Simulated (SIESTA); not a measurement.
The system is HgSe.

```xyz
2
Lattice="0.0000 3.0390 3.0390 3.0390 0.0000 3.0390 3.0390 3.0390 0.0000" Properties=species:S:1:pos:R:3 pbc="T T T"
Hg    0.0000    0.0000    0.0000
Se    4.5585    4.5585    4.5585
```

```yaml
Program: SIESTA 5.4.2
Task: relaxation of cell and atoms
Functional: PBE
Potentials_or_basis: PseudoDojo 0.4 standard (PBE files)
Basis: DZP (energy shift 0.002 Ry)
Grid_cutoff: 800 Ry
Energy_shift: 0.002 Ry
k_mesh: 6 × 6 × 6
Occupations: fermi-dirac, width 0.05 eV
Spin: no spin polarisation
```

At the start: pressure 6.5 GPa; volume 28.07 Å³/atom.

How do energy, volume and symmetry change on relaxing?

Over 4 steps the energy falls by 62.4 meV/atom and the volume is 31.50 Å³/atom (+12.2 %); space group F-43m (No. 216, to 0.05 Å).

The path:
| step | energy change (eV) | largest force (eV/Å) | pressure (GPa) | volume (Å³) |
| --- | --- | --- | --- | --- |
| 1 | 0.0000 | 0.0000 | 6.50 | 56.13 |
| 2 | -0.0124 | 0.0001 | 6.12 | 56.45 |
| 3 | -0.1241 | 0.0003 | 0.43 | 62.43 |
| 4 | -0.1248 | 0.0003 | 0.00 | 62.99 |

Final structure:
```yaml
crystal:
  lattice:
    - [0.00026, 3.15817, 3.15817]
    - [3.15817, 0.00026, 3.15817]
    - [3.15817, 3.15817, 0.00026]
  atoms:
    - { symbol: Hg, position: [0.99999, 0.99999, 0.99999] }
    - { symbol: Se, position: [0.75001, 0.75001, 0.75001] }
```

Caveat: semicore shells carry a single zeta, which can move pressures by several GPa and volumes by a few percent; the volume moved by +12 % from the deposited cell, more than functionals usually miss; the basis of atomic orbitals isn't converged, which shifts pressures, moduli and gaps.
